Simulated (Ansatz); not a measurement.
**Ba: do energies and stresses tell the same story?**

Level of theory: Ansatz, DFT r2SCAN, scalar-relativistic, plane waves, PAW.

Plane waves to 500 eV, a k mesh through Γ of 12×12×12 on the computed 1-atom cell and Gaussian smearing (0.10 eV); no spin polarisation.

Relaxed cell: Im-3m, a = 5.068 Å, b = 5.068 Å, c = 5.068 Å, α = 90.00°, β = 90.00°, γ = 90.00°, 1 atom in the primitive cell.

Energies at zero smearing and pressures from the stress tensor, at volumes with shape and atoms relaxed:
```tsv
V (Å³/atom)	E − E(first) (meV/atom)	P (GPa)
61.179	0.00	0.546
63.132	-4.80	0.261
65.084	-6.44	0.007
67.037	-5.18	-0.224
68.989	-1.24	-0.434
```

Check P = −dE/dV between neighbouring volumes, and get the bulk modulus from the pressures alone.

With 1 eV/Å³ = 160.2 GPa:
| middle V (Å³/atom) | −ΔE/ΔV (GPa) | mean P (GPa) |
| --- | --- | --- |
| 62.155 | 0.394 | 0.403 |
| 64.108 | 0.134 | 0.134 |
| 66.060 | -0.103 | -0.109 |
| 68.013 | -0.323 | -0.329 |

The two differ by 0.010 GPa at most. The mean of two end pressures misses the average over a step by about ΔV² P″/12, up to 0.003 GPa here; with that taken off 0.008 GPa remains. Around V = 65.084 Å³/atom, the two neighbours give B = −V ΔP/ΔV = 65.084 × 0.485 / 3.905 = 8.1 GPa, against B0 = 7.9 GPa from the Birch–Murnaghan fit of the energies.

Cost: 6 runs of about 0.91 core-minutes in all, on Intel Xeon 6975P-C (Granite Rapids) (shared hosts).